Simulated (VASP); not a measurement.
## InSe: optical spectrum with PBE

The system is InSe.

```
In Se
1.0
     4.05000    0.00000    0.00000
    -2.02500    3.50740    0.00000
     0.00000    0.00000   16.93000
In Se
4 4
Direct
  0.33333 0.66667 0.15700
  0.66667 0.33333 0.65700
  0.33333 0.66667 0.34300
  0.66667 0.33333 0.84300
  0.33333 0.66667 0.60200
  0.66667 0.33333 0.10200
  0.33333 0.66667 0.89800
  0.66667 0.33333 0.39800
```

- Program: VASP 6.6.1
- Task: optical spectrum
- Functional: PBE
- Potentials or basis: VASP PAW PBE potentials, release 64 (In_d, Se)
- Cutoff: 400 eV
- k mesh: 12 × 12 × 2
- Occupations: gaussian, width 0.02 eV
- Spin: no spin polarisation
- Further INCAR settings: ALGO = Fast; EDIFF = 1e-06; NBANDS = 86

```
Pressure               : 7.6 GPa
Largest force          : 2.902 eV/Å
Band gap on the k mesh : none (metal or under the smearing width)
```

Forces on the atoms (eV/Å):
```
In   0.000  0.000  2.902
In   0.000  0.000  2.902
In   0.000  0.000 -2.902
In   0.000  0.000 -2.902
Se   0.000  0.000 -2.027
Se   0.000  0.000 -2.027
Se   0.000  0.000  2.027
Se   0.000  0.000  2.027
```

Stress tensor (GPa, compression positive):
```
10.48  0.00  0.00
 0.00 10.48  0.00
 0.00  0.00  1.85
```

Levels at points of the mesh, in eV from the Fermi level:
```
           k point  band 36  band 37  band 38  band 39  band 40  band 41
(0.00, 0.00, 0.00)    -2.19    -1.38    -0.40    -0.09     0.38     1.20
(0.50, 0.00, 0.00)    -2.59    -1.52    -1.02     0.91     1.07     1.32
(0.00, 0.00, 0.50)    -2.21    -0.97    -0.97     0.25     0.25     1.38
(0.50, 0.00, 0.50)    -2.73    -1.28    -1.28     1.14     1.14     1.23
```

Dielectric function (mean over the directions given):
```csv
energy (eV),real part,imaginary part
0.32,-6.53,7.66
1.28,7.75,1.18
2.31,7.85,4.99
3.35,7.23,4.00
4.39,9.38,12.32
5.43,-3.40,6.20
6.46,0.13,6.95
7.50,-2.07,4.93
8.54,-1.34,2.64
9.57,-1.38,1.77
10.61,-0.91,1.42
11.65,-0.66,0.92
12.69,-0.33,0.66
13.72,-0.13,0.52
14.76,0.01,0.47
15.80,0.13,0.35
16.83,0.20,0.37
17.87,0.37,0.27
18.91,0.30,0.44
19.95,0.30,0.27
```

Wall time 7 min on 1 thread of Intel(R) Xeon(R) 6975P-C (Granite Rapids), on a shared host, peak memory 0.97 GiB.

Caveat: independent-particle spectra lack excitons; the intraband (Drude) part of a metal's response may be missing; this functional lacks dispersion, which binds the layers, so the pressure and a relaxed spacing across them are unreliable; forces of over 1 eV/Å show positions far from the minimum, so gaps and moduli don't describe the material at rest.
